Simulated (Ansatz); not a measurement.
## Tl: reading a single point

```
Tl
1.0
     0.00000    2.32175    2.32175
     2.32175    0.00000    2.32175
     2.32175    2.32175    0.00000
Tl
1
Direct
  0.00000 0.00000 0.00000
```

Level: PBE, no spin polarisation; 420 eV; 12×12×12 Γ-centred mesh; fermi-dirac occupations (width 0.0274 eV); Ansatz 0.2.0, fixed geometry.

**Electronic structure.** It is a metal, with about 0.45 states/eV a cell as the mean within 0.25 eV of the Fermi level, mostly Tl p (70 %) and Tl s (27 %).
**Contacts.** Tl–Tl at 3.28 Å: least valence density 0.15 e/Å³ and ELF 0.18 there. These are pseudo-fields; inside the PAW spheres they differ from the all-electron ones.
**Stress.** The pressure is 10.7 GPa (compression positive), so with the atoms held at these fractions the cell would first expand.

Origin: a known structure type with other elements, at an estimated volume, so it need not be a known compound.
